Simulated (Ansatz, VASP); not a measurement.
**Si in VASP and in Ansatz**

```
CELL_PARAMETERS angstrom
1.79268 1.03500 4.36133
-1.79268 1.03500 4.36133
0.00000 -2.07001 4.36133
ATOMIC_POSITIONS crystal
Si 0.00000 0.00000 0.00000
Si 0.21989 0.21989 0.21989
Si 0.78011 0.78011 0.78011
```

Alike in both runs: functional r2SCAN; k mesh 15 × 15 × 15; occupations gaussian, width 0.1 eV; no spin polarisation.

Ansatz relaxed the structure, and its values are those at the end. VASP's run is a single point on that final structure, the one shown.

```csv
,VASP,Ansatz
version,VASP 6.6.1,Ansatz 0.2.0
potentials or method,"VASP PAW PBE potentials, release 64 (Si)","scalar-relativistic, plane waves, PAW"
plane-wave cutoff (eV),520,500
valence electrons in the cell,12,12
```

|  | VASP | Ansatz | Ansatz less VASP |
| --- | --- | --- | --- |
| gap on the k mesh at the Fermi level (eV) | none | none | - |
| pressure (GPa) | -0.1 | 0.0 | +0.10 |
| rms of the force components (eV/Å) | 0.005 | 0.003 | -0.0022 |

A gap of «none» marks a metal or a gap that the smearing closes. With one functional, cell and mesh, what is left measures potentials, basis and numerics.

Caveats: the PAW data sets were made with another functional, which shifts forces and pressure a little (VASP).
